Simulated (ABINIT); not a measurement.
# HfN (Fm-3m) in ABINIT: equation of state

How stiff is HfN in PBE, and what volume does it want? The cell is scaled to several volumes.

Everything below comes from runs of ABINIT 10.8.3 (patched build). Logs are shortened: lines on timing, memory, paths and dates and some standing lists are left out, and cuts for length are marked. The log counts tension as positive stress, the text compression.

## (1) The structure

Symmetry: Fm-3m, No. 225, cubic system. The conventional cell has a = 4.512 Å, b = 4.512 Å, c = 4.512 Å, α = 90.00°, β = 90.00°, γ = 90.00°. Around Hf (site symmetry m-3m) lie 6 N at 2.26 Å. Around N (site symmetry m-3m) lie 6 Hf at 2.26 Å.

## (2) Equation of state, PBE

Input file run.abi:

```
# Datasets: one volume each
ndtset 7
getwfk -1
scalecart1 3*0.9795861087
scalecart2 3*0.9864848297
scalecart3 3*0.9932883884
scalecart4 3*1.0000000000
scalecart5 3*1.0066227096
scalecart6 3*1.0131594038
scalecart7 3*1.0196128224

# Pseudopotentials
pp_dirpath "./"
pseudos "Hf.GGA_PBE-JTH.xml, N.GGA_PBE-JTH.xml"

# Structure
acell 3.1904657967 3.1904657967 3.1904657967 Angstrom
rprim
     0.0000000000     0.7071067812     0.7071067812
     0.7071067812     0.0000000000     0.7071067812
     0.7071067812     0.7071067812     0.0000000000
ntypat 2
znucl 72 7
natom 2
typat 1 2
xred
     0.0000000000     0.0000000000     0.0000000000
     0.5000000000     0.5000000000     0.5000000000

# Plane-wave basis
ecut 26.0
pawecutdg 48.0

# k points
kptopt 1
ngkpt 10 10 10
nshiftk 1
shiftk 0.0 0.0 0.0

# Exchange and correlation
ixc 11

# Bands and occupations
nband 13
occopt 3
tsmear 0.00183747

# SCF cycle
nstep 100
tolvrs 1.0e-9

# Output
iomode 3
prtwf 1
prtden 0
prteig 0
prtebands 0
enunit 1
```

Potentials or basis: JTH PAW PBE v2.0.

Launch:

```
$ abinit run.abi > log 2>&1
```

run.abo:

```text
.Version 10.8.3 of ABINIT
 DATASET    1 : space group Fm -3 m (#225); Bravais cF (face-center cubic)
================================================================================
 Values of the parameters that define the memory need for DATASET  1.
     intxc =       0    ionmov =       0      iscf =      17    lmnmax =      18
     lnmax =       6     mgfft =      30  mpssoang =       3    mqgrid =    3001
     natom =       2  nloc_mem =       2    nspden =       1   nspinor =       1
    nsppol =       1      nsym =      48    n1xccc =       1    ntypat =       2
    occopt =       3   xclevel =       2
       mpw =         938          nfft =       27000          nkpt =          47
 PAW method is used; the additional fine FFT grid is defined by:
   mgfftf=        40    nfftf =     64000
================================================================================
================================================================================
[... 71 lines left out ...]
 DATASET    7 : space group Fm -3 m (#225); Bravais cF (face-center cubic)
================================================================================
 Values of the parameters that define the memory need for DATASET  7.
     intxc =       0    ionmov =       0      iscf =      17    lmnmax =      18
     lnmax =       6     mgfft =      30  mpssoang =       3    mqgrid =    3001
     natom =       2  nloc_mem =       2    nspden =       1   nspinor =       1
    nsppol =       1      nsym =      48    n1xccc =       1    ntypat =       2
    occopt =       3   xclevel =       2
       mpw =        1055          nfft =       27000          nkpt =          47
 PAW method is used; the additional fine FFT grid is defined by:
   mgfftf=        40    nfftf =     64000
================================================================================
================================================================================

--------------------------------------------------------------------------------
------------- Echo of variables that govern the present computation ------------
--------------------------------------------------------------------------------
 -outvars: echo values of preprocessed input variables --------
            acell      6.0291065698E+00  6.0291065698E+00  6.0291065698E+00 Bohr
              amu      1.78490000E+02  1.40067400E+01
             ecut      2.60000000E+01 Hartree
           enunit           1
           getwfk          -1
              ixc          11
           jdtset        1    2    3    4    5    6    7
         kptrlatt       10    0    0      0   10    0      0    0   10
          kptrlen1     5.90602904E+01
          kptrlen2     5.94762217E+01
          kptrlen3     5.98864155E+01
          kptrlen4     6.02910657E+01
          kptrlen5     6.06903559E+01
          kptrlen6     6.10844602E+01
          kptrlen7     6.14735437E+01
            natom           2
            nband          13
           ndtset           7
            ngfft          30      30      30
          ngfftdg          40      40      40
             nkpt          47
            nstep         100
             nsym          48
           ntypat           2
           occopt           3
        pawecutdg      4.80000000E+01 Hartree
         pawxcdev           0
           prtden           0
        prtebands           0
           prteig           0
            rprim1     0.0000000000E+00  6.9267198023E-01  6.9267198023E-01
                       6.9267198023E-01  0.0000000000E+00  6.9267198023E-01
                       6.9267198023E-01  6.9267198023E-01  0.0000000000E+00
            rprim2     0.0000000000E+00  6.9755011263E-01  6.9755011263E-01
                       6.9755011263E-01  0.0000000000E+00  6.9755011263E-01
                       6.9755011263E-01  6.9755011263E-01  0.0000000000E+00
            rprim3     0.0000000000E+00  7.0236095512E-01  7.0236095512E-01
                       7.0236095512E-01  0.0000000000E+00  7.0236095512E-01
                       7.0236095512E-01  7.0236095512E-01  0.0000000000E+00
            rprim4     0.0000000000E+00  7.0710678120E-01  7.0710678120E-01
                       7.0710678120E-01  0.0000000000E+00  7.0710678120E-01
                       7.0710678120E-01  7.0710678120E-01  0.0000000000E+00
            rprim5     0.0000000000E+00  7.1178974407E-01  7.1178974407E-01
                       7.1178974407E-01  0.0000000000E+00  7.1178974407E-01
                       7.1178974407E-01  7.1178974407E-01  0.0000000000E+00
            rprim6     0.0000000000E+00  7.1641188486E-01  7.1641188486E-01
                       7.1641188486E-01  0.0000000000E+00  7.1641188486E-01
                       7.1641188486E-01  7.1641188486E-01  0.0000000000E+00
            rprim7     0.0000000000E+00  7.2097514092E-01  7.2097514092E-01
                       7.2097514092E-01  0.0000000000E+00  7.2097514092E-01
                       7.2097514092E-01  7.2097514092E-01  0.0000000000E+00
          spgroup         225
           tolvrs      1.00000000E-09
           tsmear      1.83747000E-03 Hartree
            typat      1  2
           useylm           1
           xangst1     0.0000000000E+00  0.0000000000E+00  0.0000000000E+00
                       2.2099462613E+00  2.2099462613E+00  2.2099462613E+00
           xangst2     0.0000000000E+00  0.0000000000E+00  0.0000000000E+00
                       2.2255097758E+00  2.2255097758E+00  2.2255097758E+00
           xangst3     0.0000000000E+00  0.0000000000E+00  0.0000000000E+00
                       2.2408586043E+00  2.2408586043E+00  2.2408586043E+00
           xangst4     0.0000000000E+00  0.0000000000E+00  0.0000000000E+00
                       2.2560000000E+00  2.2560000000E+00  2.2560000000E+00
           xangst5     0.0000000000E+00  0.0000000000E+00  0.0000000000E+00
                       2.2709408329E+00  2.2709408329E+00  2.2709408329E+00
           xangst6     0.0000000000E+00  0.0000000000E+00  0.0000000000E+00
                       2.2856876150E+00  2.2856876150E+00  2.2856876150E+00
           xangst7     0.0000000000E+00  0.0000000000E+00  0.0000000000E+00
                       2.3002465274E+00  2.3002465274E+00  2.3002465274E+00
            xcart1     0.0000000000E+00  0.0000000000E+00  0.0000000000E+00
                       4.1761931868E+00  4.1761931868E+00  4.1761931868E+00
            xcart2     0.0000000000E+00  0.0000000000E+00  0.0000000000E+00
                       4.2056039669E+00  4.2056039669E+00  4.2056039669E+00
            xcart3     0.0000000000E+00  0.0000000000E+00  0.0000000000E+00
                       4.2346090489E+00  4.2346090489E+00  4.2346090489E+00
            xcart4     0.0000000000E+00  0.0000000000E+00  0.0000000000E+00
                       4.2632221401E+00  4.2632221401E+00  4.2632221401E+00
            xcart5     0.0000000000E+00  0.0000000000E+00  0.0000000000E+00
                       4.2914562223E+00  4.2914562223E+00  4.2914562223E+00
            xcart6     0.0000000000E+00  0.0000000000E+00  0.0000000000E+00
                       4.3193236017E+00  4.3193236017E+00  4.3193236017E+00
            xcart7     0.0000000000E+00  0.0000000000E+00  0.0000000000E+00
                       4.3468359588E+00  4.3468359588E+00  4.3468359588E+00
             xred      0.0000000000E+00  0.0000000000E+00  0.0000000000E+00
                       5.0000000000E-01  5.0000000000E-01  5.0000000000E-01
            znucl       72.00000    7.00000

================================================================================

 chkinp: Checking input parameters for consistency, jdtset=   1.

 chkinp: Checking input parameters for consistency, jdtset=   2.

 chkinp: Checking input parameters for consistency, jdtset=   3.

 chkinp: Checking input parameters for consistency, jdtset=   4.
[... 22 lines left out ...]
 Real(R)+Recip(G) space primitive vectors, cartesian coordinates (Bohr,Bohr^-1):
 R(1)=  0.0000000  4.1761932  4.1761932  G(1)= -0.1197263  0.1197263  0.1197263
 R(2)=  4.1761932  0.0000000  4.1761932  G(2)=  0.1197263 -0.1197263  0.1197263
 R(3)=  4.1761932  4.1761932  0.0000000  G(3)=  0.1197263  0.1197263 -0.1197263
 Unit cell volume ucvol=  1.4567054E+02 bohr^3
 Angles (23,13,12)=  6.00000000E+01  6.00000000E+01  6.00000000E+01 degrees

 Coarse grid specifications (used for wave-functions):

 getcut: wavevector=  0.0000  0.0000  0.0000  ngfft=  30  30  30
         ecut(hartree)=     26.000   => boxcut(ratio)=   2.21542

 getcut : COMMENT -
  Note that boxcut > 2.2 ; recall that boxcut=Gcut(box)/Gcut(sphere) = 2
  is sufficient for exact treatment of convolution.
  Such a large boxcut is a waste : you could raise ecut
  e.g. ecut=   31.902531 Hartrees makes boxcut=2

 Fine grid specifications (used for densities):

 getcut: wavevector=  0.0000  0.0000  0.0000  ngfft=  40  40  40
         ecut(hartree)=     48.000   => boxcut(ratio)=   2.17159

--- Pseudopotential description ------------------------------------------------
- pspini: atom type   1  psp file is ./Hf.GGA_PBE-JTH.xml
 Pseudopotential format is: paw10
 basis_size (lnmax)=  6 (lmn_size= 18), orbitals=   0   0   1   1   2   2
 Spheres core radius: rc_sph= 2.41119446
 Shapefunction is SIN type: shapef(r)=[sin(pi*r/rshp)/(pi*r/rshp)]**2
 Radius for shape functions =  2.41119446
 Compensation charge density is not taken into account in XC energy/potential

- pspini: atom type   2  psp file is ./N.GGA_PBE-JTH.xml
 Pseudopotential format is: paw10
 basis_size (lnmax)=  4 (lmn_size=  8), orbitals=   0   0   1   1
 Spheres core radius: rc_sph= 1.20497474
 Shapefunction is SIN type: shapef(r)=[sin(pi*r/rshp)/(pi*r/rshp)]**2
 Radius for shape functions =  1.00243812
 Compensation charge density is not taken into account in XC energy/potential

   1.63067352E+03                                ecore*ucvol(ha*bohr**3)
--------------------------------------------------------------------------------

[... 7 lines left out ...]

     iter   Etot(hartree)      deltaE(h)  residm     nres2
 ETOT  1  -58.290428534972    -5.829E+01 8.147E+00 3.342E+00
 ETOT  2  -60.223335491271    -1.933E+00 8.804E-02 2.125E+01
 ETOT  3  -60.216428520615     6.907E-03 6.314E-02 1.692E+01
 ETOT  4  -60.186360799200     3.007E-02 1.889E-02 2.656E+00
 ETOT  5  -60.187764630762    -1.404E-03 8.837E-03 7.757E-01
 ETOT  6  -60.187721304700     4.333E-05 5.177E-03 5.334E-01
 ETOT  7  -60.186745367422     9.759E-04 6.169E-03 4.780E-02
 ETOT  8  -60.186699273486     4.609E-05 1.396E-02 1.339E-02
 ETOT  9  -60.186701043137    -1.770E-06 7.755E-04 1.083E-02
 ETOT 10  -60.186686859895     1.418E-05 1.191E-03 5.563E-03
 ETOT 11  -60.186684788222     2.072E-06 3.907E-04 3.802E-03
[... 1210 lines left out ...]
 Cartesian components of stress tensor (hartree/bohr^3)
  sigma(1 1)=  3.42696634E-04  sigma(3 2)=  0.00000000E+00
  sigma(2 2)=  3.42696634E-04  sigma(3 1)=  0.00000000E+00
  sigma(3 3)=  3.42696634E-04  sigma(2 1)=  0.00000000E+00

-Cartesian components of stress tensor (GPa)         [Pressure= -1.0082E+01 GPa]
- sigma(1 1)=  1.00824831E+01  sigma(3 2)=  0.00000000E+00
- sigma(2 2)=  1.00824831E+01  sigma(3 1)=  0.00000000E+00
- sigma(3 3)=  1.00824831E+01  sigma(2 1)=  0.00000000E+00

== END DATASET(S) ==============================================================
================================================================================

 -outvars: echo values of variables after computation  --------
            acell      6.0291065698E+00  6.0291065698E+00  6.0291065698E+00 Bohr
           etotal1    -6.0186681769E+01
           etotal2    -6.0188960688E+01
           etotal3    -6.0190484824E+01
           etotal4    -6.0191331565E+01
           etotal5    -6.0191563361E+01
           etotal6    -6.0191246245E+01
           etotal7    -6.0190432169E+01
            fcart1    -0.0000000000E+00 -0.0000000000E+00 -0.0000000000E+00
                      -0.0000000000E+00 -0.0000000000E+00 -0.0000000000E+00
            fcart2    -0.0000000000E+00 -0.0000000000E+00 -0.0000000000E+00
                      -0.0000000000E+00 -0.0000000000E+00 -0.0000000000E+00
            fcart3    -0.0000000000E+00 -0.0000000000E+00 -0.0000000000E+00
                      -0.0000000000E+00 -0.0000000000E+00 -0.0000000000E+00
            fcart4    -0.0000000000E+00 -0.0000000000E+00 -0.0000000000E+00
                      -0.0000000000E+00 -0.0000000000E+00 -0.0000000000E+00
            fcart5    -0.0000000000E+00 -0.0000000000E+00 -0.0000000000E+00
                      -0.0000000000E+00 -0.0000000000E+00 -0.0000000000E+00
            fcart6    -0.0000000000E+00 -0.0000000000E+00 -0.0000000000E+00
                      -0.0000000000E+00 -0.0000000000E+00 -0.0000000000E+00
            fcart7    -0.0000000000E+00 -0.0000000000E+00 -0.0000000000E+00
                      -0.0000000000E+00 -0.0000000000E+00 -0.0000000000E+00
            rprim1     0.0000000000E+00  6.9267198023E-01  6.9267198023E-01
[... 30 lines left out ...]
           strten6     1.9013323138E-04  1.9013323138E-04  1.9013323138E-04
                       0.0000000000E+00  0.0000000000E+00  0.0000000000E+00
           strten7     3.4269663408E-04  3.4269663408E-04  3.4269663408E-04
                       0.0000000000E+00  0.0000000000E+00  0.0000000000E+00
           xangst1     0.0000000000E+00  0.0000000000E+00  0.0000000000E+00
                       2.2099462613E+00  2.2099462613E+00  2.2099462613E+00
           xangst2     0.0000000000E+00  0.0000000000E+00  0.0000000000E+00
                       2.2255097758E+00  2.2255097758E+00  2.2255097758E+00
           xangst3     0.0000000000E+00  0.0000000000E+00  0.0000000000E+00
                       2.2408586043E+00  2.2408586043E+00  2.2408586043E+00
           xangst4     0.0000000000E+00  0.0000000000E+00  0.0000000000E+00
                       2.2560000000E+00  2.2560000000E+00  2.2560000000E+00
           xangst5     0.0000000000E+00  0.0000000000E+00  0.0000000000E+00
                       2.2709408329E+00  2.2709408329E+00  2.2709408329E+00
           xangst6     0.0000000000E+00  0.0000000000E+00  0.0000000000E+00
                       2.2856876150E+00  2.2856876150E+00  2.2856876150E+00
           xangst7     0.0000000000E+00  0.0000000000E+00  0.0000000000E+00
                       2.3002465274E+00  2.3002465274E+00  2.3002465274E+00
             xred      0.0000000000E+00  0.0000000000E+00  0.0000000000E+00
                       5.0000000000E-01  5.0000000000E-01  5.0000000000E-01
 Calculation completed.
```

Run time: 2.5 min. Hardware: 1 thread of Arm Neoverse V1, shared host; peak memory 0.16 GiB.

What came out:

```yaml
Equilibrium_volume: 11.69 Å³/atom
Bulk_modulus: 269 GPa
Pressure_derivative_of_the_bulk_modulus: 4.3
```

Energy against volume, from the lowest point:
| volume (Å³/atom) | energy (meV/atom) |
| --- | --- |
| 10.793 | 66.42 |
| 11.023 | 35.41 |
| 11.252 | 14.67 |
| 11.482 | 3.15 |
| 11.712 | 0.00 |
| 11.941 | 4.31 |
| 12.171 | 15.39 |

Caveat: pressures at fixed basis lie under the slope of the energies. Zero-point motion and thermal expansion aren't in these numbers.
